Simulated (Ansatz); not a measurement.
**Ionic part of the dielectric constant of KI, mode by mode**

Theory: DFT PBE, scalar-relativistic, plane waves, PAW in Ansatz. Cutoff 420 eV, 6×6×4 k-points (Γ-centred), fixed occupations. No spin polarisation. Phonons by linear response, acoustic sum rule imposed.

Space group P6_3/mmc (No. 194), hexagonal, a = 6.089 Å, c = 7.120 Å. Around K lie 5 I at 3.52–3.56 Å; around I lie 5 K at 3.52–3.56 Å.

It was reached by relaxing an invented guess, and it needn't be the stable form of this composition. Spin–orbit coupling is left out, which matters for heavy elements. Modes under 40 cm⁻¹ are poorly fixed.

The primitive cell has V = 228.59 Å³ and ε∞,yy = 2.304. Each polar mode adds Δε = (4.92064×10⁷/V)·S/ν² along y, with S its oscillator strength in e²/amu, ν in cm⁻¹ and V in Å³.

**Question.** From these modes, find each Δε and ε0,yy.
```
ν (cm⁻¹)  S_yy (e²/amu)
   94.39        0.06999
```

**Answer.**
| ν (cm⁻¹) | Δε |
| --- | --- |
| 94.39 | 1.69 |

The sum is 1.69, so ε0,yy = 3.99; the run's tensor has 4.00.

**Question.** Where do the longitudinal modes lie for a wave vector along y?

**Answer.** At 124.29 cm⁻¹. The Lyddane–Sachs–Teller product Π(ν_LO/ν_TO)² = 1.73 agrees with ε0/ε∞ = 1.73.
